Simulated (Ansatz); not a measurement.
# Sb: the crystal squeezed far

An exercise on one series of results from a longer session: the logs are not shown, and one member is left open.

Computed with Ansatz 0.2.0 (DFT PBE, with the methods named in each step, unless a step's input says otherwise).

### Starting point

It takes space group P6/mmm (No. 191, hexagonal). Conventional cell: a = 5.456 Å, b = 5.456 Å, c = 3.214 Å, α = 90.00°, β = 90.00°, γ = 120.00°. Sb (site symmetry 6/mmm) is surrounded by 14 Sb at 3.21 to 3.54 Å. Sb (site symmetry -6m2) is surrounded by 11 Sb at 3.15 to 3.54 Å.

Structure file:

```
CELL_PARAMETERS angstrom
5.45634 0.00000 0.00000
-2.72817 4.72533 0.00000
0.00000 0.00000 3.21419
ATOMIC_POSITIONS crystal
Sb 0.00000 0.00000 0.00000
Sb 0.33333 0.66667 0.50000
Sb 0.66667 0.33333 0.50000
```

Whether this phase is the stable one at these pressures isn't tested.

Atoms are numbered in the order of the input: Sb1, Sb2, Sb3.

Set-up of the first run:

input.yaml reads:

```yaml
crystal:
  lattice:
    - [5.4563442636, 0.0, 0.0]
    - [-2.7281721318, 4.7253327441, 0.0]
    - [0.0, 0.0, 3.2141903864]
  atoms:
    - { symbol: Sb, position: [0.0, 0.0, 0.0] }
    - { symbol: Sb, position: [0.3333333333, 0.6666666667, 0.5] }
    - { symbol: Sb, position: [0.6666666667, 0.3333333333, 0.5] }
kpoints:
  mp_grid: { grid: [7, 7, 9] }
  band_path:
    path:
      - [0.0, 0.0, 0.0]
      - [0.5, 0.0, 0.0]
      - [0.3333333333, 0.3333333333, 0.0]
      - [0.0, 0.0, 0.0]
      - [0.0, 0.0, 0.5]
      - [0.5, 0.0, 0.5]
      - [0.3333333333, 0.3333333333, 0.5]
      - [0.0, 0.0, 0.5]
      - [0.5, 0.0, 0.5]
    npoints: 14
scf:
  occupations: { method: fermi_dirac, width: 0.1 }
hamiltonian:
  xc: pbe
  pseudopotentials: { kind: all_electron, lapw: { basis_error: 0.001 } }
output:
  forces: true
  stress: true
  eigenvalues: true
  populations: true
  dos: { projected: true, de: 0.2, e_range: [-14, 8] }
```

Command:

```
$ ansatz run input.yaml --threads 1 --pin off --max-ram 3072MiB --backend cpu --events-out ev --progress --plain --runs-dir out
```

Among the steps run: The reference volume, LAPW; Volume scaled by 1, crystal datasets; Volume scaled by 1, norm-conserving; Volume scaled by 0.68, LAPW; Volume scaled by 0.58, LAPW; Volume scaled by 0.5, LAPW; Volume scaled by 0.5, norm-conserving; Volume scaled by 0.43, LAPW; Volume scaled by 0.43, crystal datasets; Volume scaled by 0.43, norm-conserving.

One of the session's tables, all rows but one given; the rest of the session is left out.

```
             method  volume over the first  volume (Å³/atom)  pressure (GPa)
               LAPW                      1            27.624            0.00
               LAPW                   0.68            18.784           54.63
               LAPW                   0.58            16.022          110.92
               LAPW                    0.5            13.812          198.26
               LAPW                   0.43            11.878          344.02
                PAW                      1            27.624           -0.01
                PAW                   0.68                 ?               ?
                PAW                   0.58            16.022          110.98
                PAW                    0.5            13.812          198.43
                PAW                   0.43            11.878          344.31
PAW (source ansatz)                   0.43            11.878          344.27
   crystal datasets                      1            27.624            0.00
   crystal datasets                   0.43            11.878          344.03
    norm-conserving                      1            27.624            0.02
    norm-conserving                    0.5            13.812          198.77
    norm-conserving                   0.43            11.878          345.05
```

Q: Estimate the row for PAW, 0.68 from the others.

As computed: volume (Å³/atom): 18.784; pressure (GPa): 54.64.

Limits of these values: Warnings in the runs' records: crystal datasets made.
